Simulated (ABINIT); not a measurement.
Set up this calculation in ABINIT 10.8.3 (patched build), as the native input.

```
Task                : band structure
Functional          : r2SCAN
Potentials or basis : JTH PAW PBE v2.0
Cutoff              : 762 eV
k mesh              : 8 × 8 × 8
Occupations         : fermi-dirac, width 0.05 eV
Spin                : no spin polarisation
Fine-grid cutoff    : 1360.57 eV
```

SnO2:

```
Sn O
1.0
     1.61709    0.93363    4.80059
    -1.61709    0.93363    4.80059
     0.00000   -1.86726    4.80059
Sn O
1 2
Direct
  0.50000 0.50000 0.50000
  0.76283 0.76283 0.76283
  0.23717 0.23717 0.23717
```

Measurements of this composition are mostly on another form, of space group No. 136.

The input as run:

run.abi

```
# Datasets: ground state, then fixed potential
ndtset 2

# Pseudopotentials
pp_dirpath "./"
pseudos "Sn.GGA_PBE-JTH.xml, O.GGA_PBE-JTH.xml"

# Structure
acell 3*1.0 Angstrom
rprim
     1.6170930752     0.9336291223     4.8005925840
    -1.6170930752     0.9336291223     4.8005925840
     0.0000000000    -1.8672582446     4.8005925840
ntypat 2
znucl 50 8
natom 3
typat 1 2 2
xred
     0.5000000000     0.5000000000     0.5000000000
     0.7628300000     0.7628300000     0.7628300000
     0.2371700000     0.2371700000     0.2371700000

# Plane-wave basis
ecut 761.918815 eV
pawecutdg 50.0

# Exchange and correlation
ixc -497498
usekden 1
pawxcdev 0

# Bands and occupations
occopt 3
tsmear 0.05 eV

# SCF cycle
nstep 100

# Output
iomode 3
prtwf 0
prteig 0
prtebands 0
enunit 1
prtden1 1
prtkden1 1

# Dataset 1
kptopt1 1
ngkpt1 8 8 8
nshiftk1 1
shiftk1 0.0 0.0 0.0
nband1 17
tolvrs1 1.0e-7

# Dataset 2: bands along G-L-B1
iscf2 -2
getden2 1
getkden2 1
nband2 23
nbdbuf2 4
tolwfr2 1.0e-11
kptopt2 -2
ndivsm2 6
prteig2 1
kptbounds2
     0.0000000000     0.0000000000     0.0000000000
     0.5000000000     0.0000000000     0.0000000000
     0.5000000000     0.1918821804    -0.1918821804
```

Potentials or basis: JTH PAW PBE v2.0.

Command:

```bash
$ abinit run.abi > log 2>&1
```

It gave:

```
Pressure                                              : -8.0 GPa
Largest force                                         : 0.665 eV/Å
Band gap on the k mesh                                : 2.43 eV, indirect (least direct gap 2.54 eV)
Band gap along the path                               : 2.48 eV, indirect (least direct gap 2.54 eV)
Valence electrons inside the program's atomic spheres : Sn 11.98; O 4.55
```

Caveat: the PAW data sets were made with another functional, which shifts forces and pressure a little; spin-orbit coupling is left out, which moves the levels of the heavy elements.

It took 11 min on 1 thread of Intel(R) Xeon(R) Platinum 8488C (Sapphire Rapids) (shared host), peak memory 0.3 GiB.
